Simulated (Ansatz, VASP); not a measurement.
This is a calculation of Ge for Ansatz 0.2.0.

The input input.yaml:

```yaml
crystal:
  lattice:
    - [0.0, 2.82891, 2.82891]
    - [2.82891, 0.0, 2.82891]
    - [2.82891, 2.82891, 0.0]
  atoms:
    - { symbol: Ge, position: [0.75, 0.75, 0.75] }
    - { symbol: Ge, position: [0.5, 0.5, 0.5] }
hamiltonian:
  xc: rpbe
  pseudopotentials: { kind: paw_fr }
magnetization:
  noncollinear: true
  spin_orbit: true
kpoints:
  mp_grid: { grid: [6, 6, 6] }
scf:
  occupations: { method: tetrahedron }
output:
  forces: true
  stress: true
relax:
  f_tol: 0.01
  max_steps: 40
  cell: { stress_tol: 0.05 }
```

Potentials or basis: Ansatz PAW.

Launch:

```bash
$ ansatz run input.yaml --threads 2 --pin off --max-ram 5632MiB --backend cpu --events-out ev --progress --plain --runs-dir out
```

Set up the same calculation for VASP 6.6.1. Potentials there: VASP PAW PBE potentials, release 64 (Ge_d).

As run (the cutoff follows the program's own potentials):

Contents of INCAR:

```
PREC = Accurate
ENCUT = 600
EDIFF = 1E-7
ISMEAR = -5
SIGMA = 0.05
LREAL = False
LASPH = True
NELM = 60
ALGO = Fast
ISIF = 3
LWAVE = False
LCHARG = False
MAGMOM = 0 0 0 0 0 0
LORBIT = 11
LSORBIT = True
GGA_COMPAT = False
GGA = RP
IBRION = 2
NSW = 60
EDIFFG = -0.01
```

File KPOINTS:

```
regular mesh
0
Gamma
  6 6 6
```

POSCAR

```
Ge
1.0
    0.0000000000      2.8289100000      2.8289100000
    2.8289100000      0.0000000000      2.8289100000
    2.8289100000      2.8289100000      0.0000000000
Ge
2
Cartesian
    4.2433650000      4.2433650000      4.2433650000
    2.8289100000      2.8289100000      2.8289100000
```

Potentials or basis: VASP PAW PBE potentials, release 64 (Ge_d).

Launch:

```console
$ cat potpaw_PBE.64/Ge_d/POTCAR > POTCAR
$ mpirun -np 1 vasp_ncl > vasp.out
```

Both were run:

|  | VASP | Ansatz | Ansatz less VASP |
| --- | --- | --- | --- |
| gap on the k mesh at the Fermi level, each at its own relaxed structure (eV) | none | none | - |
| relaxed volume (Å³/atom) | 24.59 | 24.60 | +0.012 |
| relaxed cell length with the largest relative difference (Å) | 4.112 | 4.113 | +0.0007 |
| energy change over the relaxation (meV/atom) | -31 | -32 | -0.8 |

A gap of «none» marks a metal or a gap that the smearing closes.

Caveats: the PAW data sets were made with another functional, which shifts forces and pressure a little (VASP); the plane-wave basis is chosen anew once the cell has moved, so the energies of steps on either side of that aren't comparable (Ansatz); the PAW data sets come from PBE, with cores solved anew for the run's functional, which leaves a small shift of forces and pressure (Ansatz); this crystal is a semiconductor, whose small gap the functional closes, so the metal is an error of the method (Ansatz); with tetrahedron occupations forces and stress needn't match the slope of the energy (Ansatz). Zero-point motion and thermal expansion aren't in these numbers.
